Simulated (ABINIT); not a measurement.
MgB2 in ABINIT: convergence with cutoff

Crystal: MgB2.

```
Mg B
1.0
     3.08500    0.00000    0.00000
    -1.54250    2.67169    0.00000
     0.00000    0.00000    3.52300
Mg B
1 2
Cartesian
  0.0000 0.0000 0.0000
  1.5425 0.8906 1.7615
  0.0000 1.7811 1.7615
```

| Property | Result |
| --- | --- |
| Program | ABINIT 10.8.3 (patched build) |
| Task | single point |
| Functional | PBEsol |
| Potentials or basis | JTH PAW PBE v2.0 |
| Cutoff | 204 eV |
| k mesh | 10 × 10 × 8 |
| Occupations | gaussian, width 0.1 eV |
| Spin | no spin polarisation |

These are the settings of the first run; the series varies cutoff, with any setting tied to it.

Hardware: 1 thread of Arm Neoverse V1, with other jobs on the host.

| cutoff | energy less the tightest run, at zero smearing (meV/atom) | SCF cycles | CPU time (s) | peak memory (GiB) |
| --- | --- | --- | --- | --- |
| 7.5 Ha | 675.07 | 10 | 12 | 0.09 |
| 9.5 Ha | 90.81 | 10 | 14 | 0.09 |
| 11.5 Ha | 34.07 | 11 | 17 | 0.09 |
| 13.5 Ha | 28.45 | 11 | 18 | 0.09 |
| 16 Ha | 16.76 | 11 | 23 | 0.1 |
| 19 Ha | 5.50 | 11 | 26 | 0.1 |
| 22 Ha | 2.05 | 11 | 31 | 0.11 |
| 25.5 Ha | 1.16 | 11 | 37 | 0.12 |
| 30.5 Ha | 0.00 | 10 | 41 | 0.12 |

Not settled before the last step: the energy (to 1 meV/atom). The tightest run that finished is the yardstick and may itself not be fully converged.

Caveat, for the tightest run too: the atomic spheres overlap.
